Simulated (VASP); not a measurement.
# Pt under changes of volume

One of the cells (15.031 Å³/atom); the others are scaled copies at fixed shape and fractional positions:

```
Pt
1.0
     0.00000    1.95878    1.95878
     1.95878    0.00000    1.95878
     1.95878    1.95878    0.00000
Pt
1
Cartesian
  0.0000 0.0000 0.0000
```

| Property | Result |
| --- | --- |
| Program | VASP 6.6.1 |
| Functional | PBEsol |
| Potentials or basis | VASP PAW PBE potentials, release 64 (Pt) |
| Cutoff | 520 eV |
| k mesh | 10 × 10 × 10 |
| Occupations | fermi-dirac, width 0.05 eV |
| Spin | no spin polarisation |

| volume (Å³/atom) | energy over the lowest point (meV/atom) | pressure (GPa) |
| --- | --- | --- |
| 14.430 | 23.29 | 13.1 |
| 14.730 | 5.48 | 6.1 |
| 15.031 | 0.00 | -0.1 |
| 15.332 | ? | ? |
| 15.632 | 20.42 | -10.2 |

**Question.** What does the run at 15.332 Å³/atom give?

**Answer.** Energy over the lowest point 5.44 meV/atom; pressure -5.5 GPa.

Worked out: A Birch-Murnaghan fit of order 2 (a polynomial in V^(-2/3)) to the other rows has its minimum at 15.03 Å³/atom with B0 = V·E''(V) = 291 GPa. It gives 5.25 meV/atom at 15.332 Å³/atom, against the run's 5.44, and -dE/dV = -5.6 GPa, against -5.5.

Energies are extrapolated to zero smearing.

Caveats: the PAW data sets were made with another functional, which shifts forces and pressure a little.
